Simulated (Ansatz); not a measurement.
The system is CoO.

```
Co O
1.0
     0.00000    2.13150    2.13150
     2.13150    0.00000    2.13150
     2.13150    2.13150    0.00000
Co O
1 1
Direct
  0.00000 0.00000 0.00000
  0.50000 0.50000 0.50000
```

Base run:

| Item | Value |
| --- | --- |
| Program | Ansatz 0.2.0 |
| Functional | PBEsol |
| Potentials or basis | Ansatz PAW |
| Cutoff | 420 eV |
| Density cutoff | 1680 eV |
| k mesh | 11 × 11 × 11 |
| Occupations | fermi-dirac, width 0.05 eV |
| Spin | collinear spin, ferromagnetic start |
| Starting moments | [2.0, 0.0] μB |

Its results: band gap on the k mesh none (metal or under the smearing width); pressure -10.8 GPa; net moment 2.96 μB per cell; site moments Co +2.50; O +0.34 μB.

Q: The run is repeated on the same cell with these changes: functional from PBEsol to LDA. What comes out?

A: Band gap on the k mesh none (metal or under the smearing width); pressure -19.2 GPa; net moment 2.88 μB per cell; site moments Co +2.43; O +0.34 μB.

LDA binds more tightly than PBEsol, so the same cell stands under less pressure.

Caveats: a cell with one magnetic atom can't hold antiferromagnetic order, which such compounds often take; semilocal functionals often make such compounds metallic where correlation or magnetic order opens a gap, which also shifts bond lengths; the PAW data sets come from PBE, with cores solved anew for the run's functional, which leaves a small shift of forces and pressure.

Not every run made on this cell is shown here.
